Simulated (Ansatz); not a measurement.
Crystal: HCl.

```
Cl H
1.0
     0.00000    2.67500    2.85500
     2.51500    0.00000    2.85500
     2.51500    2.67500    0.00000
Cl H
1 1
Direct
  0.50000 0.50000 0.50000
  0.00000 0.00000 0.00000
```

```yaml
Program: Ansatz 0.2.0
Task: relaxation of cell and atoms
Functional: r2SCAN
Dispersion: rVV10
Potentials_or_basis: Ansatz PAW
Cutoff: "500 eV (not typed: the program's choice for these potentials)"
k_mesh: 9 × 9 × 9
Occupations: fermi-dirac, width 0.05 eV
Spin: no spin polarisation
```

At the start: volume 19.21 Å³/atom.

**Question.** Where does the relaxation end?

**Answer.** It ends after 20 steps and the volume is 17.75 Å³/atom (-7.6 %); space group I4/mmm (No. 139, to 0.05 Å).

The path:
```csv
step,energy change (eV),largest force (eV/Å),volume (Å³)
1,0.0000,0.0000,38.41
2,-0.2958,0.0000,34.81
3,-0.5739,0.0000,31.82
4,-0.8421,0.0000,29.41
5,-1.1181,0.0000,27.54
6,-1.4231,0.0000,26.10
7,-1.7654,0.0000,25.08
8,-2.1655,0.0000,25.17
9,-2.3723,0.0000,24.52
10,-2.4782,0.0000,26.58
11,-2.5478,0.0000,28.62
12,-2.5866,0.0000,31.30
13,-2.5998,0.0000,33.49
14,-2.6014,0.0000,34.46
15,-2.6014,0.0000,34.70
16,-2.6014,0.0000,34.78
17,-2.6062,0.0000,34.78
18,-2.6065,0.0000,35.34
19,-2.6065,0.0000,35.49
20,-2.6066,0.0000,35.49
```

Final structure:
```
Cl H
1.0
     0.00000    3.40451    3.40647
     1.53030    0.00000    3.40647
     1.53030    3.40451    0.00000
Cl H
1 1
Direct
  0.50000 0.50000 0.50000
  0.00000 0.00000 0.00000
```

Caveat: the plane-wave basis is chosen anew once the cell has moved, so the energies of steps on either side of that aren't comparable; the PAW data sets come from PBE, with cores solved anew for the run's functional, which leaves a small shift of forces and pressure.
